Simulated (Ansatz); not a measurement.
# HfN: a line through a two-coordinate scan

One line of a two-coordinate grid on HfN (P6_3/mmc, No. 194; 8 atoms in the cell): slide along a2 is varied, at slide along a1 = 0.083.

Program: Ansatz 0.2.0. Level of theory: DFT PBEsol, scalar-relativistic, plane waves, PAW. These are calculated values, not measurements.

5 further runs of the same task are left out: 5 set aside as unsound or not needed.

## 1. The structure to begin with

Symmetry: P6_3/mmc, No. 194, hexagonal system. The conventional cell has a = 3.127 Å, b = 3.127 Å, c = 5.385 Å, α = 90.00°, β = 90.00°, γ = 120.00°. Around Hf (site symmetry -6m2) lie 6 N at 2.25 Å. N (site symmetry -3m) is surrounded by 6 Hf at 2.25 Å.

As a file:

```xyz
4
Lattice="3.1273 0.0000 0.0000 -1.5637 2.7084 0.0000 0.0000 0.0000 5.3850" Properties=species:S:1:pos:R:3 pbc="T T T"
Hf    1.5637    0.9028    4.0387
Hf    0.0000    1.8056    1.3462
N     0.0000    0.0000    0.0000
N     0.0000    0.0000    2.6925
```

It goes back to an entry of the Materials Project, which need not be the stable form.

This cell was relaxed beforehand with the same method: volume 11.40 Å³/atom, gap on the mesh none (metal).

## 2. What is varied

Gamma surface: rigid slide across a plane, one fault a cell; the plane is (0 0 1) of the conventional cell, and the faces at the cut hold N and Hf.

The axes are (1) slide along a1: 12 values from 0.000 to 0.917, periodic; (2) slide along a2: 12 values from 0.000 to 0.917, periodic.

Nothing else is relaxed (rigid halves, spacing across the cut fixed). Energies count from the perfect crystal. Points are written as (first, second).

The two vectors of the plane (Å): (-3.127, 0.000, 0.000); (-1.564, -2.708, 0.000).

## 3. Point (1/12, 1/12) of the map's two axes

Contents of input.yaml:

```yaml
crystal:
  lattice:
    - [-3.1273463818, 0.0, 0.0]
    - [-1.5636731909, -2.7083614131, 0.0]
    - [-0.3909182977, -0.2256967844, 10.7699112705]
  atoms:
    - { symbol: Hf, position: [0.640625, 0.640625, 0.3125] }
    - { symbol: Hf, position: [0.5989583333, 0.5989583333, 0.8125] }
    - { symbol: Hf, position: [0.328125, 0.328125, 0.0625] }
    - { symbol: Hf, position: [0.2864583333, 0.2864583333, 0.5625] }
    - { symbol: "N", position: [-0.0364583333, 0.9635416667, 0.4375] }
    - { symbol: "N", position: [-0.078125, 0.921875, 0.9375] }
    - { symbol: "N", position: [-0.015625, 0.984375, 0.1875] }
    - { symbol: "N", position: [-0.0572916667, 0.9427083333, 0.6875] }
basis:
  ecutwfc: 280.0
kpoints:
  mp_grid: { grid: [14, 14, 4] }
hamiltonian:
  xc: pbesol
scf:
  occupations: { method: gaussian, width: 0.15 }
output:
  forces: true
  stress: true
  eigenvalues: true
```

Command:

```bash
> ansatz run input.yaml --threads 4 --pin off --max-ram 8192MiB --backend cpu --events-out ev --progress --plain --runs-dir out
```

Log, cut to the lines that bear on the results:

```text
Warning: basis.ecutwfc = 280 eV is below the records' recommended 420 eV, and the density's cutoff is lower with it unless basis.ecutrho_ratio is high enough to keep the records' density cutoff: compare with a run at a higher cutoff
Warning: RAYON_NUM_THREADS=4 ignored (pool sized by the plan → 4); use --threads N
[...]
Pseudopotentials: kind: paw
Pseudopotential: Hf, paw, valence charge 26, recommended cutoff 420 eV (normal), Hf.paw.azcp
Pseudopotential: N, paw, valence charge 5, recommended cutoff 420 eV (normal), N.paw.azcp
Functional definition: PBEsol
[...]
Crystal: 8 atoms, lattice volume = 91.221 Å³
Basis set: ecut = 280 eV, 991 PW (Γ), exchange–correlation on 36×36×120 points (8 copies of the dense FFT grid, shifted against one another)
Bands: 75, of which v1, the nominal top of the filled ones, is band 62 counted from 1 (61 counted from 0)
Symmetry: 2 space group operations
Space group: Cm (ITA 8), of the structure as read, at distance tolerance 4.5e-5 Å
k-points: 219 of 784 (time reversal used)
[...]
SCF iter   1: F=—  HF=-63917.717534 eV  |F-HF|=—  |Δ(HF+E_count)|=         —  Δρ=2.21e-2  dr2=3.26e-1  ethr=1.77e-3  ⟨swp⟩=4.3  Hψ=46871  notcnv=0
[...]
SCF iter   9: F=-63917.432643 eV  HF=-63917.432643 eV  |F-HF|=4.00e-8  |Δ(HF+E_count)|=   1.03e-7  Δρ=5.86e-6  dr2=5.21e-8  ethr=8.06e-11  ⟨swp⟩=8.2  Hψ=56125  notcnv=0
[...]
SCF converged after 9 iterations
Free energy (F): -63917.432643 eV
[...]
E sigma→0 (E₀):  -63917.422697 eV
Entropy (-TS):   -0.019893 eV (-2.487 meV/atom)
Fermi energy:    23.476102 eV
[...]
--- Forces (eV/Å), atoms counted from 1 ---
  atom   1  Hf    -0.14472345    -0.08355612    -0.00730293
  atom   2  Hf    -0.12410723    -0.07165335    -0.56686061
  atom   3  Hf     1.58777402     0.91670176     1.46335570
  atom   4  Hf    -0.07356419    -0.04247230     0.12959267
  atom   5  N      0.10500753     0.06062613    -0.01218779
  atom   6  N     -1.45130090    -0.83790896    -0.85943424
  atom   7  N      0.00856679     0.00494604    -0.08848556
  atom   8  N      0.09237778     0.05333434    -0.05868925
[...]
--- Stress (GPa, compression-positive) ---
        2.502700       0.794864       2.770548
        0.794864       1.584870       1.599577
        2.770548       1.599577       4.092051
  P = ⅓ Tr σ = 2.7265 GPa (27.265 kbar)
--- Band table (eV; the first three rows and the last of 219) ---
[...]
```

Wall time 23 s (4 threads of Arm Neoverse V2, shared host); peak memory 0.91 GiB.

That is 888 mJ/m² from the zero.

## 4. Point (1/12, 2/12) of the map's two axes

Contents of input.yaml:

```yaml
crystal:
  lattice:
    - [-3.1273463818, 0.0, 0.0]
    - [-1.5636731909, -2.7083614131, 0.0]
    - [-0.521224397, -0.4513935688, 10.7699112705]
  atoms:
    - { symbol: Hf, position: [0.640625, 0.6145833333, 0.3125] }
    - { symbol: Hf, position: [0.5989583333, 0.53125, 0.8125] }
    - { symbol: Hf, position: [0.328125, 0.3229166667, 0.0625] }
    - { symbol: Hf, position: [0.2864583333, 0.2395833333, 0.5625] }
    - { symbol: "N", position: [-0.0364583333, 0.9270833333, 0.4375] }
    - { symbol: "N", position: [-0.078125, 0.84375, 0.9375] }
    - { symbol: "N", position: [-0.015625, 0.96875, 0.1875] }
    - { symbol: "N", position: [-0.0572916667, 0.8854166667, 0.6875] }
basis:
  ecutwfc: 280.0
kpoints:
  mp_grid: { grid: [14, 14, 4] }
hamiltonian:
  xc: pbesol
scf:
  occupations: { method: gaussian, width: 0.15 }
output:
  forces: true
  stress: true
  eigenvalues: true
```

Command:

```bash
> ansatz run input.yaml --threads 4 --pin off --max-ram 8192MiB --backend cpu --events-out ev --progress --plain --runs-dir out
```

Log, cut to the lines that bear on the results:

```text
Warning: basis.ecutwfc = 280 eV is below the records' recommended 420 eV, and the density's cutoff is lower with it unless basis.ecutrho_ratio is high enough to keep the records' density cutoff: compare with a run at a higher cutoff
Warning: RAYON_NUM_THREADS=4 ignored (pool sized by the plan → 4); use --threads N
[...]
Pseudopotentials: kind: paw
Pseudopotential: Hf, paw, valence charge 26, recommended cutoff 420 eV (normal), Hf.paw.azcp
Pseudopotential: N, paw, valence charge 5, recommended cutoff 420 eV (normal), N.paw.azcp
Functional definition: PBEsol
[...]
Crystal: 8 atoms, lattice volume = 91.221 Å³
Basis set: ecut = 280 eV, 989 PW (Γ), exchange–correlation on 36×36×120 points (8 copies of the dense FFT grid, shifted against one another)
Bands: 75, of which v1, the nominal top of the filled ones, is band 62 counted from 1 (61 counted from 0)
Symmetry: 1 space group operations
Space group: P1 (ITA 1), of the structure as read, at distance tolerance 4.5e-5 Å
k-points: 396 of 784 (time reversal used)
[...]
SCF iter  10: F=-63916.923799 eV  HF=-63916.923799 eV  |F-HF|=9.52e-9  |Δ(HF+E_count)|=   3.49e-8  Δρ=3.13e-6  dr2=1.34e-8  ethr=8.06e-11  ⟨swp⟩=7.2  Hψ=96888  notcnv=0
[...]
SCF converged after 10 iterations
Free energy (F): -63916.923799 eV
[...]
E sigma→0 (E₀):  -63916.913535 eV
Entropy (-TS):   -0.020529 eV (-2.566 meV/atom)
Fermi energy:    23.501183 eV
[...]
--- Forces (eV/Å), atoms counted from 1 ---
  atom   1  Hf    -0.17739995    -0.11262228    -0.09599921
  atom   2  Hf    -0.24742782    -0.06056216    -1.25428848
  atom   3  Hf     1.07009268     2.25574251     3.26558160
  atom   4  Hf    -0.04363880    -0.07856904     0.29505189
  atom   5  N      0.06290644     0.08886883     0.01355404
  atom   6  N     -0.54704893    -2.37819787    -1.85878972
  atom   7  N     -0.21301769     0.19306596    -0.27249749
  atom   8  N      0.09555334     0.09228844    -0.09262028
[...]
--- Stress (GPa, compression-positive) ---
        3.965914       0.635521       0.377020
        0.635521       3.817830       5.481853
        0.377020       5.481853       8.566855
  P = ⅓ Tr σ = 5.4502 GPa (54.502 kbar)
--- Band table (eV; the first three rows and the last of 396) ---
[...]
```

Run time: 41 s. Hardware: 4 threads of Arm Neoverse V2, shared host; peak memory 1.3 GiB.

On the map this point reads 1850 mJ/m².

## 5. Grid point (1/12, 3/12) of the map's two axes

Contents of input.yaml:

```yaml
crystal:
  lattice:
    - [-3.1273463818, 0.0, 0.0]
    - [-1.5636731909, -2.7083614131, 0.0]
    - [-0.6515304962, -0.6770903533, 10.7699112705]
  atoms:
    - { symbol: Hf, position: [0.640625, 0.5885416667, 0.3125] }
    - { symbol: Hf, position: [0.5989583333, 0.4635416667, 0.8125] }
    - { symbol: Hf, position: [0.328125, 0.3177083333, 0.0625] }
    - { symbol: Hf, position: [0.2864583333, 0.1927083333, 0.5625] }
    - { symbol: "N", position: [-0.0364583333, 0.890625, 0.4375] }
    - { symbol: "N", position: [-0.078125, 0.765625, 0.9375] }
    - { symbol: "N", position: [-0.015625, 0.953125, 0.1875] }
    - { symbol: "N", position: [-0.0572916667, 0.828125, 0.6875] }
basis:
  ecutwfc: 280.0
kpoints:
  mp_grid: { grid: [14, 14, 4] }
hamiltonian:
  xc: pbesol
scf:
  occupations: { method: gaussian, width: 0.15 }
output:
  forces: true
  stress: true
  eigenvalues: true
```

Command:

```bash
> ansatz run input.yaml --threads 4 --pin off --max-ram 8192MiB --backend cpu --events-out ev --progress --plain --runs-dir out
```

Log, cut to the lines that bear on the results:

```text
Warning: basis.ecutwfc = 280 eV is below the records' recommended 420 eV, and the density's cutoff is lower with it unless basis.ecutrho_ratio is high enough to keep the records' density cutoff: compare with a run at a higher cutoff
Warning: RAYON_NUM_THREADS=4 ignored (pool sized by the plan → 4); use --threads N
[...]
Pseudopotentials: kind: paw
Pseudopotential: Hf, paw, valence charge 26, recommended cutoff 420 eV (normal), Hf.paw.azcp
Pseudopotential: N, paw, valence charge 5, recommended cutoff 420 eV (normal), N.paw.azcp
Functional definition: PBEsol
[...]
Crystal: 8 atoms, lattice volume = 91.221 Å³
Basis set: ecut = 280 eV, 991 PW (Γ), exchange–correlation on 36×36×120 points (8 copies of the dense FFT grid, shifted against one another)
Bands: 75, of which v1, the nominal top of the filled ones, is band 62 counted from 1 (61 counted from 0)
Symmetry: 1 space group operations
Space group: P1 (ITA 1), of the structure as read, at distance tolerance 4.5e-5 Å
k-points: 396 of 784 (time reversal used)
[...]
SCF iter  10: F=-63916.239617 eV  HF=-63916.239617 eV  |F-HF|=1.26e-8  |Δ(HF+E_count)|=   2.58e-8  Δρ=2.89e-6  dr2=1.52e-8  ethr=8.06e-11  ⟨swp⟩=7.3  Hψ=96963  notcnv=0
[...]
SCF converged after 10 iterations
Free energy (F): -63916.239617 eV
[...]
E sigma→0 (E₀):  -63916.227246 eV
Entropy (-TS):   -0.024743 eV (-3.093 meV/atom)
Fermi energy:    23.534590 eV
[...]
--- Forces (eV/Å), atoms counted from 1 ---
  atom   1  Hf    -0.23638230    -0.05922532    -0.21933705
  atom   2  Hf    -0.39282215     0.03727313    -2.00034823
  atom   3  Hf    -0.43178797     3.48412163     6.00499676
  atom   4  Hf    -0.04450260    -0.02111040     0.45468832
  atom   5  N      0.05388273     0.02038153     0.02710893
  atom   6  N      1.36666919    -3.84251383    -3.62863627
  atom   7  N     -0.41345941     0.29625493    -0.53057695
  atom   8  N      0.09840454     0.08482983    -0.10789227
[...]
--- Stress (GPa, compression-positive) ---
        5.824965      -1.635003      -4.284818
       -1.635003       6.274537       9.037594
       -4.284818       9.037594      15.162907
  P = ⅓ Tr σ = 9.0875 GPa (90.875 kbar)
--- Band table (eV; the first three rows and the last of 396) ---
[...]
```

Wall time 42 s (4 threads of Arm Neoverse V2, shared host); peak memory 1.3 GiB.

That is 3145 mJ/m² from the zero.

## 6. The run at (1/12, 4/12) of the map's two axes

Contents of input.yaml:

```yaml
crystal:
  lattice:
    - [-3.1273463818, 0.0, 0.0]
    - [-1.5636731909, -2.7083614131, 0.0]
    - [-0.7818365955, -0.9027871377, 10.7699112705]
  atoms:
    - { symbol: Hf, position: [0.640625, 0.5625, 0.3125] }
    - { symbol: Hf, position: [0.5989583333, 0.3958333333, 0.8125] }
    - { symbol: Hf, position: [0.328125, 0.3125, 0.0625] }
    - { symbol: Hf, position: [0.2864583333, 0.1458333333, 0.5625] }
    - { symbol: "N", position: [-0.0364583333, 0.8541666667, 0.4375] }
    - { symbol: "N", position: [-0.078125, 0.6875, 0.9375] }
    - { symbol: "N", position: [-0.015625, 0.9375, 0.1875] }
    - { symbol: "N", position: [-0.0572916667, 0.7708333333, 0.6875] }
basis:
  ecutwfc: 280.0
kpoints:
  mp_grid: { grid: [14, 14, 4] }
hamiltonian:
  xc: pbesol
scf:
  occupations: { method: gaussian, width: 0.15 }
output:
  forces: true
  stress: true
  eigenvalues: true
```

Command:

```bash
> ansatz run input.yaml --threads 4 --pin off --max-ram 8192MiB --backend cpu --events-out ev --progress --plain --runs-dir out
```

Log, cut to the lines that bear on the results:

```text
Warning: basis.ecutwfc = 280 eV is below the records' recommended 420 eV, and the density's cutoff is lower with it unless basis.ecutrho_ratio is high enough to keep the records' density cutoff: compare with a run at a higher cutoff
Warning: RAYON_NUM_THREADS=4 ignored (pool sized by the plan → 4); use --threads N
[...]
Pseudopotentials: kind: paw
Pseudopotential: Hf, paw, valence charge 26, recommended cutoff 420 eV (normal), Hf.paw.azcp
Pseudopotential: N, paw, valence charge 5, recommended cutoff 420 eV (normal), N.paw.azcp
Functional definition: PBEsol
[...]
Crystal: 8 atoms, lattice volume = 91.221 Å³
Basis set: ecut = 280 eV, 993 PW (Γ), exchange–correlation on 36×36×120 points (8 copies of the dense FFT grid, shifted against one another)
Bands: 75, of which v1, the nominal top of the filled ones, is band 62 counted from 1 (61 counted from 0)
Symmetry: 1 space group operations
Space group: P1 (ITA 1), of the structure as read, at distance tolerance 4.5e-5 Å
k-points: 396 of 784 (time reversal used)
[...]
SCF iter  10: F=-63915.591810 eV  HF=-63915.591810 eV  |F-HF|=1.14e-8  |Δ(HF+E_count)|=   3.80e-8  Δρ=3.38e-6  dr2=1.53e-8  ethr=8.06e-11  ⟨swp⟩=7.4  Hψ=97061  notcnv=0
[...]
SCF converged after 10 iterations
Free energy (F): -63915.591810 eV
[...]
E sigma→0 (E₀):  -63915.580699 eV
Entropy (-TS):   -0.022222 eV (-2.778 meV/atom)
Fermi energy:    23.537012 eV
[...]
--- Forces (eV/Å), atoms counted from 1 ---
  atom   1  Hf    -0.28965270     0.06353097    -0.14507679
  atom   2  Hf    -0.46184067     0.15679885    -2.55768599
  atom   3  Hf    -2.68018249     4.20460324     8.57158353
  atom   4  Hf    -0.13834596     0.09032353     0.43992004
  atom   5  N      0.12431290    -0.08636566     0.00537514
  atom   6  N      3.90142869    -4.69719540    -5.49166975
  atom   7  N     -0.58154435     0.24771998    -0.74687991
  atom   8  N      0.12581629     0.02058320    -0.07556575
[...]
--- Stress (GPa, compression-positive) ---
        8.167986      -4.912477     -10.083058
       -4.912477       6.373173      11.001869
      -10.083058      11.001869      21.629974
  P = ⅓ Tr σ = 12.0570 GPa (120.570 kbar)
--- Band table (eV; the first three rows and the last of 396) ---
[...]
```

Wall time 43 s (4 threads of Arm Neoverse V2, shared host); peak memory 1.3 GiB.

On the map this point reads 4370 mJ/m².

## 7. Point (1/12, 5/12) of the map's two axes

Contents of input.yaml:

```yaml
crystal:
  lattice:
    - [-3.1273463818, 0.0, 0.0]
    - [-1.5636731909, -2.7083614131, 0.0]
    - [-0.9121426947, -1.1284839221, 10.7699112705]
  atoms:
    - { symbol: Hf, position: [0.640625, 0.5364583333, 0.3125] }
    - { symbol: Hf, position: [0.5989583333, 0.328125, 0.8125] }
    - { symbol: Hf, position: [0.328125, 0.3072916667, 0.0625] }
    - { symbol: Hf, position: [0.2864583333, 0.0989583333, 0.5625] }
    - { symbol: "N", position: [-0.0364583333, 0.8177083333, 0.4375] }
    - { symbol: "N", position: [-0.078125, 0.609375, 0.9375] }
    - { symbol: "N", position: [-0.015625, 0.921875, 0.1875] }
    - { symbol: "N", position: [-0.0572916667, 0.7135416667, 0.6875] }
basis:
  ecutwfc: 280.0
kpoints:
  mp_grid: { grid: [14, 14, 4] }
hamiltonian:
  xc: pbesol
scf:
  occupations: { method: gaussian, width: 0.15 }
output:
  forces: true
  stress: true
  eigenvalues: true
```

Command:

```bash
> ansatz run input.yaml --threads 4 --pin off --max-ram 8192MiB --backend cpu --events-out ev --progress --plain --runs-dir out
```

Log, cut to the lines that bear on the results:

```text
Warning: basis.ecutwfc = 280 eV is below the records' recommended 420 eV, and the density's cutoff is lower with it unless basis.ecutrho_ratio is high enough to keep the records' density cutoff: compare with a run at a higher cutoff
Warning: RAYON_NUM_THREADS=4 ignored (pool sized by the plan → 4); use --threads N
[...]
Pseudopotentials: kind: paw
Pseudopotential: Hf, paw, valence charge 26, recommended cutoff 420 eV (normal), Hf.paw.azcp
Pseudopotential: N, paw, valence charge 5, recommended cutoff 420 eV (normal), N.paw.azcp
Functional definition: PBEsol
[...]
Crystal: 8 atoms, lattice volume = 91.221 Å³
Basis set: ecut = 280 eV, 993 PW (Γ), exchange–correlation on 36×36×120 points (8 copies of the dense FFT grid, shifted against one another)
Bands: 75, of which v1, the nominal top of the filled ones, is band 62 counted from 1 (61 counted from 0)
Symmetry: 1 space group operations
Space group: P1 (ITA 1), of the structure as read, at distance tolerance 4.5e-5 Å
k-points: 396 of 784 (time reversal used)
[...]
SCF iter  10: F=-63915.194465 eV  HF=-63915.194465 eV  |F-HF|=2.32e-8  |Δ(HF+E_count)|=   3.64e-8  Δρ=4.66e-6  dr2=2.86e-8  ethr=8.06e-11  ⟨swp⟩=8.1  Hψ=97902  notcnv=0
[...]
SCF converged after 10 iterations
Free energy (F): -63915.194465 eV
[...]
E sigma→0 (E₀):  -63915.184033 eV
Entropy (-TS):   -0.020863 eV (-2.608 meV/atom)
Fermi energy:    23.551157 eV
[...]
--- Forces (eV/Å), atoms counted from 1 ---
  atom   1  Hf    -0.30885541     0.15032445    -0.07508553
  atom   2  Hf    -0.46717722     0.25434930    -2.88916759
  atom   3  Hf    -4.64810836     3.72288880    10.21588318
  atom   4  Hf    -0.18286128     0.11321639     0.41033561
  atom   5  N      0.16624284    -0.10646504    -0.00059826
  atom   6  N      5.99163769    -4.41651938    -6.75656258
  atom   7  N     -0.67405107     0.32177053    -0.84177839
  atom   8  N      0.12313369    -0.03954359    -0.06299459
[...]
--- Stress (GPa, compression-positive) ---
       10.813363      -6.817077     -14.925279
       -6.817077       4.830292      10.554923
      -14.925280      10.554923      26.086970
  P = ⅓ Tr σ = 13.9102 GPa (139.102 kbar)
--- Band table (eV; the first three rows and the last of 396) ---
[...]
```

It took 41 s on 4 threads of Arm Neoverse V2, shared host; peak memory 1.3 GiB.

Energy on the map's scale: 5122 mJ/m².

## 8. Results

| slide along a2 | step | energy (mJ/m²) | slope (mJ/m² per unit fraction) | pressure (GPa) | largest force on an atom (eV/Å) |
| --- | --- | --- | --- | --- | --- |
| 0.000 | – | 386 | 3102 | 1.2 | 1.7 |
| 0.083 | 3 | 888 | 8780 | 2.7 | 2.3 |
| 0.167 | 4 | 1850 | 14186 | 5.5 | 4.1 |
| 0.250 | 5 | 3145 | 15975 | 9.1 | 7.0 |
| 0.333 | 6 | 4370 | 12676 | 12.1 | 9.9 |
| 0.417 | 7 | 5122 | 4854 | 13.9 | 11.8 |
| 0.500 | – | 5122 | −4854 | 13.9 | 11.8 |
| 0.583 | – | 4370 | −12676 | 12.1 | 9.9 |
| 0.667 | – | 3145 | −15975 | 9.1 | 7.0 |
| 0.750 | – | 1850 | −14186 | 5.5 | 4.1 |
| 0.833 | – | 888 | −8780 | 2.7 | 2.3 |
| 0.917 | – | 386 | −3102 | 1.2 | 1.7 |

Energies count from the perfect crystal. Rows without a step come from runs not printed here or follow by symmetry. Slopes come from the forces (and the stress, where the cell changes), not from differences of energies.

The lowest point of the line is at 0.000, 386 mJ/m² from the zero. The highest point computed, at 0.417, lies 4735 mJ/m² above the lowest. This is one cut through a surface in two coordinates; the map's lowest point lies off it. The cutoff or the k-mesh is coarse on purpose, so the map is rough. The runs treat Hf without spin-orbit coupling. In some runs cutoff or mesh lie under the advised values, so their numbers carry a basis error.
